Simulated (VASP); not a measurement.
# PbO2: single point with PBE

The system is PbO2.

```
Pb O
1.0
     0.00000    2.70199    2.70199
     2.70199    0.00000    2.70199
     2.70199    2.70199    0.00000
Pb O
1 2
Direct
  0.99611 0.00198 0.00536
  0.74542 0.74686 0.74195
  0.23800 0.27224 0.24122
```

The cell comes from a database or a generator and needn't be the stable form of this composition.

The cell isn't the ideal one: atoms moved at random, drawn with an rms of 0.05 Å.

```
Program             : VASP 6.6.1
Task                : single point
Functional          : PBE
Potentials or basis : VASP PAW PBE potentials, release 64 (Pb_d, O)
Cutoff              : 520 eV
k mesh              : 9 × 9 × 9
Occupations         : fermi-dirac, width 0.05 eV
Spin                : no spin polarisation
```

The pressure is 0.9 GPa, the largest force is 0.516 eV/Å and the band gap on the k mesh is none (metal or under the smearing width).

Forces in eV/Å, atoms in the order of the input:
```
Pb  -0.063 -0.308  0.102
O    0.384  0.029  0.190
O   -0.321  0.279 -0.292
```

Stress tensor (GPa, compression positive):
```
 1.09 -0.21  0.07
-0.21  0.81 -0.51
 0.07 -0.51  0.95
```

Levels at points of the mesh, in eV from the Fermi level:
| k point | band 10 | band 11 | band 12 | band 13 | band 14 | band 15 | band 16 | band 17 |
| --- | --- | --- | --- | --- | --- | --- | --- | --- |
| (0.00, 0.00, 0.00) | -1.98 | -1.96 | -1.36 | -1.15 | -1.08 | 6.85 | 6.97 | 7.23 |

Run time: 3.1 min on 1 thread of Intel(R) Xeon(R) Platinum 8488C (Sapphire Rapids), with other jobs on the host, peak memory 0.36 GiB.

The run has no spin-orbit coupling, so splittings on Pb are missing.
